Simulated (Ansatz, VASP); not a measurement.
# Ir in VASP and in Ansatz

The input INCAR:

```
PREC = Accurate
ENCUT = 520
EDIFF = 1E-6
ISMEAR = 0
SIGMA = 0.15
LREAL = False
LASPH = True
NELM = 60
ALGO = Normal
ISIF = 2
LWAVE = False
LCHARG = False
GGA = PS
NBANDS = 16
```

The input KPOINTS:

```
regular mesh
0
Gamma
  18 18 12
```

File POSCAR:

```
Ir
1.0
    2.7101072262      0.0000000000      0.0000000000
   -1.3550536131      2.3470217048      0.0000000000
    0.0000000000      0.0000000000      4.4622900000
Ir
2
Direct
    0.6666666667      0.3333333333      0.7500000000
    0.3333333333      0.6666666667      0.2500000000
```

Input for Ansatz:

```yaml
crystal:
  lattice:
    - [2.7101072262, 0.0, 0.0]
    - [-1.3550536131, 2.3470217048, 0.0]
    - [0.0, 0.0, 4.46229]
  atoms:
    - { symbol: Ir, position: [0.6666666667, 0.3333333333, 0.75] }
    - { symbol: Ir, position: [0.3333333333, 0.6666666667, 0.25] }
basis:
  ecutwfc: 420
kpoints:
  mp_grid: { grid: [18, 18, 12] }
hamiltonian:
  xc: pbesol
scf:
  occupations: { method: gaussian, width: 0.15 }
output:
  forces: true
  stress: true
  eigenvalues: true
```

Change from the starting cell: strain -0.015 along x and y, +0.000 along z, atoms carried along.

Alike in both runs: task single point; functional PBEsol; k mesh 18 × 18 × 12; occupations gaussian, width 0.15 eV; no spin polarisation.

|  | VASP | Ansatz |
| --- | --- | --- |
| version | VASP 6.6.1 | Ansatz 0.2.0 |
| potentials or method | VASP PAW PBE potentials, release 64 (Ir) | scalar-relativistic, plane waves, PAW |
| plane-wave cutoff (eV) | 520 | 420 |
| valence electrons in the cell | 18 | 34 |

Ansatz gave:

| Property | Result |
| --- | --- |
| gap on the k mesh at the Fermi level (eV) | none |
| pressure (GPa) | -2.1 |
| largest component of the traceless stress (GPa) | 3.97 |

What did VASP give for the same quantities?

gap on the k mesh at the Fermi level (eV): none; pressure (GPa): -1.1; largest component of the traceless stress (GPa): 3.95.

A gap of «none» marks a metal or a gap that the smearing closes. With one functional, cell and mesh, what is left measures potentials, basis and numerics. The two sets of potentials don't hold the same shells in valence.

Caveats: the PAW data sets were made with another functional, which shifts forces and pressure a little (VASP). The runs have no spin-orbit coupling, so splittings on Ir are missing.
